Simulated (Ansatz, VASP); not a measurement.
NaCl in VASP and in Ansatz

Contents of INCAR:

```
ALGO     = Normal         # electronic algorithm
EDIFF    = 1E-7           # SCF threshold, eV
EDIFFG   = -0.005         # ionic threshold
ENCUT    = 600            # plane-wave cutoff, eV
GGA      = PE             # functional
IBRION   = 2              # ionic algorithm
ISIF     = 3              # what is computed and relaxed
ISMEAR   = 0              # smearing method
LASPH    = True           # aspherical terms in the spheres
LCHARG   = False          # write CHGCAR
LREAL    = False          # projectors in reciprocal space
LWAVE    = False          # write WAVECAR
NELM     = 60             # most SCF steps
NSW      = 100            # ionic steps
PREC     = Accurate       # precision mode
SIGMA    = 0.02           # smearing width, eV
```

File KPOINTS:

```
k-points
0
Gamma
  8 8 8
```

The input POSCAR:

```
NaCl
1.0
    0.0000000000      2.8100000000      2.8100000000
    2.8100000000      0.0000000000      2.8100000000
    2.8100000000      2.8100000000      0.0000000000
Na Cl
1 1
Direct
    0.0000000000      0.0000000000      0.0000000000
    0.5000000000      0.5000000000      0.5000000000
```

Input for Ansatz:

```yaml
crystal:
  lattice:
    - [0.0, 2.81, 2.81]
    - [2.81, 0.0, 2.81]
    - [2.81, 2.81, 0.0]
  atoms:
    - { symbol: Na, position: [0.0, 0.0, 0.0] }
    - { symbol: Cl, position: [0.5, 0.5, 0.5] }
basis:
  ecutwfc: 420
kpoints:
  mp_grid: { grid: [8, 8, 8] }
hamiltonian:
  xc: pbe
scf:
  occupations: { method: gaussian, width: 0.02 }
output:
  forces: true
  stress: true
  eigenvalues: true
  write_density: true
  write_potential: true
  elf: true
  volumetric_format: npy
relax:
  adjacent_minimum: "off"
  f_tol: 0.005
  max_steps: 80
  cell: { stress_tol: 0.05 }
```

Alike in both runs: task relaxation of cell and atoms; functional PBE; k mesh 8 × 8 × 8; occupations gaussian, width 0.02 eV; no spin polarisation.

|  | VASP | Ansatz |
| --- | --- | --- |
| version | VASP 6.6.1 | Ansatz 0.2.0 |
| potentials or method | VASP PAW PBE potentials, release 64 (Na_pv, Cl) | scalar-relativistic, plane waves, PAW |
| plane-wave cutoff (eV) | 600 | 420 |
| valence electrons in the cell | 14 | 16 |

Ansatz gave:

* gap on the k mesh at the Fermi level, each at its own relaxed structure (eV): 5.00
* relaxed volume (Å³/atom): 23.08
* relaxed cell length with the largest relative difference (Å): 4.026
* energy change over the relaxation (meV/atom): -3

Q: Which values does VASP return?

A: gap on the k mesh at the Fermi level, each at its own relaxed structure (eV): 4.99; relaxed volume (Å³/atom): 23.13; relaxed cell length with the largest relative difference (Å): 4.029; energy change over the relaxation (meV/atom): -3.

The two sets of potentials don't hold the same shells in valence.

A k mesh can miss the band edges. PBE usually gives volumes a little too large and moduli too small. Zero-point motion and thermal expansion aren't in these numbers.
